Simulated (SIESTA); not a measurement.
The system is TiO.

```xyz
2
Lattice="3.0310 0.0000 0.0000 -1.5155 2.6249 0.0000 0.0000 0.0000 3.2377" Properties=species:S:1:pos:R:3 pbc="T T T"
Ti    1.5155    0.8750    0.0000
O     0.0000    0.0000    1.6188
```

Base run:

* Program: SIESTA 5.4.2
* Functional: PBEsol
* Potentials or basis: PseudoDojo 0.4 standard (PBEsol files)
* Basis: DZ (energy shift 0.003 Ry; two zetas on semicore shells)
* Grid cutoff: 800 Ry
* Energy shift: 0.003 Ry
* k mesh: 10 × 10 × 8
* Occupations: fermi-dirac, width 0.05 eV
* Spin: no spin polarisation

Its results: band gap on the k mesh none (metal or under the smearing width); pressure -41.8 GPa.

Problem. The run is repeated on the same cell with these changes: basis from DZ (energy shift 0.003 Ry; two zetas on semicore shells) to SZP (energy shift 0.003 Ry). What comes out?

Solution. Band gap on the k mesh none (metal or under the smearing width); pressure -39.3 GPa.

Caveats: a pressure of tens of GPa on the cell as given is suspect, and the run, the potentials or the cell itself is likely at fault; the basis of atomic orbitals isn't converged, which shifts pressures, moduli and gaps; semilocal functionals often make such compounds metallic where correlation or magnetic order opens a gap, which also shifts bond lengths; the basis has no polarisation orbitals (some runs).
